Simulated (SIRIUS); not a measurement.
The system is Ge.

```
CELL_PARAMETERS angstrom
0.00000 2.82891 2.82891
2.82891 0.00000 2.82891
2.82891 2.82891 0.00000
ATOMIC_POSITIONS crystal
Ge 0.76097 0.73326 0.75334
Ge 0.49345 0.48940 0.51015
```

The cell isn't the ideal one: atoms moved at random.

| Item | Value |
| --- | --- |
| Program | SIRIUS 7.12.0 |
| Task | relaxation of the atoms |
| Functional | PBE |
| Dispersion | D4 |
| Potentials or basis | all-electron FP-LAPW |
| Cutoff | 226 eV |
| Basis | apw+lo standard |
| k mesh | 6 × 6 × 6 |
| Occupations | fermi-dirac, width 0.05 eV |
| Spin | no spin polarisation |

At the start: volume 22.64 Å³/atom.

**Question.** Where does the relaxation end?

**Answer.** Over 4 steps the energy falls by 9.5 meV/atom; space group Fd-3m (No. 227, to 0.05 Å).

Step by step:
```tsv
step	energy change (eV)	largest force (eV/Å)
1	0.0000	0.6875
2	-0.0110	0.4355
3	-0.0189	0.0399
4	-0.0190	0.0060
```

Final structure:
```cif
data_structure
_symmetry_space_group_name_H-M 'P 1'
_symmetry_Int_Tables_number 1
_cell_length_a 4.0007
_cell_length_b 4.0007
_cell_length_c 4.0007
_cell_angle_alpha 60.000
_cell_angle_beta 60.000
_cell_angle_gamma 60.000
_cell_volume 45.28
loop_
_atom_site_label
_atom_site_type_symbol
_atom_site_fract_x
_atom_site_fract_y
_atom_site_fract_z
_atom_site_occupancy
Ge1 Ge 0.75227 0.73629 0.75668 1
Ge2 Ge 0.50214 0.48636 0.50681 1
```
